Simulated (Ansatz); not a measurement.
Relax this structure to zero stress and force, keeping its symmetry:

```cif
data_structure
_symmetry_space_group_name_H-M 'Fm-3m'
_symmetry_Int_Tables_number 225
_cell_length_a 4.2170
_cell_length_b 4.2170
_cell_length_c 4.2170
_cell_angle_alpha 90.000
_cell_angle_beta 90.000
_cell_angle_gamma 90.000
_cell_volume 74.99
loop_
_atom_site_label
_atom_site_type_symbol
_atom_site_symmetry_multiplicity
_atom_site_Wyckoff_symbol
_atom_site_fract_x
_atom_site_fract_y
_atom_site_fract_z
_atom_site_occupancy
Mg1 Mg 4 a 0.00000 0.00000 0.00000 1
O1 O 4 b 0.50000 0.00000 0.00000 1
```

The calculation used DFT PBEsol, scalar-relativistic, plane waves, PAW in Ansatz.

Plane waves to 420 eV, a k mesh through Γ of 10×10×10 on the computed 2-atom cell and Gaussian smearing (0.02 eV); no spin polarisation.

What does it relax to?

The volume drops by 0.02 Å³/atom to 9.36 Å³/atom, and the energy changes by under 0.1 meV/atom. Final structure:
```
Mg O
1.0
     0.00000    2.10713    2.10713
     2.10713    0.00000    2.10713
     2.10713    2.10713    0.00000
Mg O
1 1
Direct
  0.00000 0.00000 0.00000
  0.50000 0.50000 0.50000
```

Course of the relaxation (steps run on the plane waves of an earlier cell, and the basis is chosen afresh near the end, so energy and pressure can step there; trial steps that raised the energy were taken back; energies are free energies):

```
step E − E_final (meV/atom) P (GPa) V (Å³/atom)
   1                     0.0    -0.32         9.37
   2                     0.0    -0.18         9.37
   3                    -0.1     0.00         9.36
   4                     0.0    -0.02         9.36
```